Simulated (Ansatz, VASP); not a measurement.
## In: VASP beside Ansatz

```xyz
1
Lattice="-1.8825 1.8825 1.8825 1.8825 -1.8825 1.8825 1.8825 1.8825 -1.8825" Properties=species:S:1:pos:R:3 pbc="T T T"
In    0.0000    0.0000    0.0000
```

This isn't the form of In at room conditions, which is tetragonal.

Alike in both runs: task relaxation of cell and atoms; functional r2SCAN; k mesh 16 × 16 × 16; occupations gaussian, width 0.1 eV; no spin polarisation.

```csv
,VASP,Ansatz
version,VASP 6.6.1,Ansatz 0.2.0
potentials or method,"VASP PAW PBE potentials, release 64 (In_d)","scalar-relativistic, plane waves, PAW"
plane-wave cutoff (eV),600,500
valence electrons in the cell,13,13
```

|  | VASP | Ansatz | Ansatz less VASP |
| --- | --- | --- | --- |
| gap on the k mesh at the Fermi level, each at its own relaxed structure (eV) | none | none | - |
| relaxed volume (Å³/atom) | 26.73 | 26.69 | -0.044 |
| relaxed cell length with the largest relative difference (Å) | 3.262 | 3.261 | -0.0018 |

A gap of «none» marks a metal or a gap that the smearing closes.

Caveats: the PAW data sets were made with another functional, which shifts forces and pressure a little (VASP).
